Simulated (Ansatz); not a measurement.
Input and command of a plane-wave DFT calculation in Ansatz:

```yaml
crystal:
  lattice:
    - [6.299447994, 1.0e-10, 0.0]
    - [-3.1497239971, 5.4554819926, 0.0]
    - [0.0, 0.0, 6.6475426602]
  atoms:
    - { symbol: Mo, position: [0.5104155612, 0.5052077806, -0.0073638821] }
    - { symbol: Mo, position: [0.5, 0.0, 0.0] }
    - { symbol: Mo, position: [0.0, 0.5, 0.0] }
    - { symbol: Mo, position: [0.0, 0.0, 0.0] }
    - { symbol: S, position: [0.1666666667, 0.3333333333, 0.2356692374] }
    - { symbol: S, position: [0.1666666667, 0.8333333333, 0.2356692374] }
    - { symbol: S, position: [0.6666666667, 0.3333333333, 0.2356692374] }
    - { symbol: S, position: [0.6666666667, 0.8333333333, 0.2356692374] }
    - { symbol: S, position: [0.1666666667, 0.3333333333, 0.7643307626] }
    - { symbol: S, position: [0.1666666667, 0.8333333333, 0.7643307626] }
    - { symbol: S, position: [0.6666666667, 0.3333333333, 0.7643307626] }
    - { symbol: S, position: [0.6666666667, 0.8333333333, 0.7643307626] }
basis:
  ecutwfc: 420
kpoints:
  mp_grid: { grid: [6, 6, 4] }
hamiltonian:
  xc: pbe
  dispersion: d3bj
scf:
  occupations: { method: gaussian, width: 0.05 }
output:
  forces: true
  stress: true
  eigenvalues: true
  write_density: true
  write_potential: true
  elf: true
  volumetric_format: npy
```

```bash
ansatz run input.yaml --threads 1 --pin off --max-ram 2560MiB --backend cpu --events-out ev --progress --plain --runs-dir out
```

Processor: AMD EPYC 9R45 96-Core Processor (Zen 5), 1 thread, on a host shared with other jobs.

Question: How long does it run, and how much memory does it take?

Answer: About 19 s on 1 thread of AMD EPYC 9R45 96-Core Processor (Zen 5) (shared host), peak memory 0.79 GiB. It solves 64 bands at 47 k points (the mesh reduced by the symmetry that the task leaves, which can be less than the crystal's) with about 4487 plane waves, in 9 SCF iterations.
